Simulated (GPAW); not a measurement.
Input of a GPAW 26.7.0 run:

File run.py:

```python
import numpy as np
from ase import Atoms
from ase.dft.bandgap import bandgap
from ase.io import write
from gpaw import GPAW, PW
from gpaw.response import ResponseContext, ResponseGroundStateAdapter
from gpaw.response.chiks import ChiKSCalculator
from gpaw.response.heisenberg import calculate_fm_magnon_energies
from gpaw.response.localft import LocalFTCalculator
from gpaw.response.mft import IsotropicExchangeCalculator
from gpaw.response.site_kernels import SphericalSiteKernels

atoms = Atoms(['Fe', 'O'],
              cell=[[2.9029055103, 0.0, 0.0],
                    [-1.4514527551, 2.5139899167, 0.0],
                    [0.0, 0.0, 2.83309195]],
              scaled_positions=[[0.0, 0.0, 0.0],
                                [0.6666666667, 0.3333333333, 0.5]],
              pbc=True)
atoms.set_initial_magnetic_moments([4.0, 0.0])

calc = GPAW(mode=PW(550),
            xc='LDA',
            kpts={'size': (8, 8, 8), 'gamma': True},
            occupations={'name': 'fermi-dirac', 'width': 0.05},
            nbands=17,
            convergence={'density': 0.0001},
            maxiter=150,
            txt='gpaw.txt')
atoms.calc = calc
energy = atoms.get_potential_energy()
calc.write('gs.gpw')
write('result.traj', atoms)
print(f'Energy: {energy:.6f} eV')
print('Moments:', calc.get_magnetic_moments().round(3))
print('Fermi level:', round(calc.get_fermi_level(), 4), 'eV')
print(f'Gap: {bandgap(calc)[0]:.4f} eV, direct: {bandgap(calc, direct=True)[0]:.4f} eV')

dense = calc.fixed_density(kpts={'size': (8, 8, 8), 'gamma': True},
                           nbands=31, convergence={'bands': 25, 'eigenstates': 1e-12},
                           update_fermi_level=True, maxiter=300, txt='dense.txt')
dense.write('dense.gpw', mode='all')

sites = [0]
moments = calc.get_magnetic_moments()[sites]
q_qc = np.array([[0.0, 0.0, 0.0], [0.125, 0.0, 0.0], [0.25, 0.0, 0.0], [0.5, 0.0, 0.0], [0.125, 0.125, 0.0], [0.25, 0.25, 0.0], [0.5, 0.5, 0.0]])
gs = ResponseGroundStateAdapter.from_gpw_file('dense.gpw')
context = ResponseContext(txt='mft.txt')
chiks = ChiKSCalculator(gs, context, ecut=150, nbands=25, gammacentered=True)
exchange = IsotropicExchangeCalculator(chiks, LocalFTCalculator.from_rshe_parameters(gs, context))
kernels = SphericalSiteKernels(atoms.positions[sites], [[1.042] * len(sites)])
J_qab = np.array([exchange(q_c, kernels)[..., 0] for q_c in q_qc])
E_qn = calculate_fm_magnon_energies(J_qab, q_qc, moments)
np.savetxt('exchange.dat', np.c_[q_qc, 1000 * J_qab.real.reshape((len(q_qc), -1))], fmt='%.4f')
np.savetxt('magnons.dat', np.c_[q_qc, 1000 * E_qn.real], fmt='%.4f')
for q_c, E_n in zip(q_qc, E_qn):
    print(q_c.round(4), 'magnon energies (meV):', (1000 * E_n.real).round(2))
```

Potentials or basis: the program's PAW data sets (release 1.2.1) made for this functional, pw.

Command:

```bash
$ OMP_NUM_THREADS=1 python run.py
```

**Question.** Estimate the band gap on the k mesh.

**Answer.** None (metal or under the smearing width).

**Question.** What does it give for the net moment?

**Answer.** 3.99 μB per cell.

**Question.** Estimate the site moments.

**Answer.** Fe +3.49; O +0.28 μB.

Caveat: the number of bands moves the energies at small q by some ten meV; the exchange constants hang on this mesh and on the site radius; magnon energies are noisy on this mesh; a cell with one magnetic atom can't hold antiferromagnetic order, which such compounds often take; semilocal functionals often make such compounds metallic where correlation or magnetic order opens a gap, which also shifts bond lengths. With open d or f shells a metallic result of LDA can be an artefact of self-interaction; +U or a hybrid may open a gap.
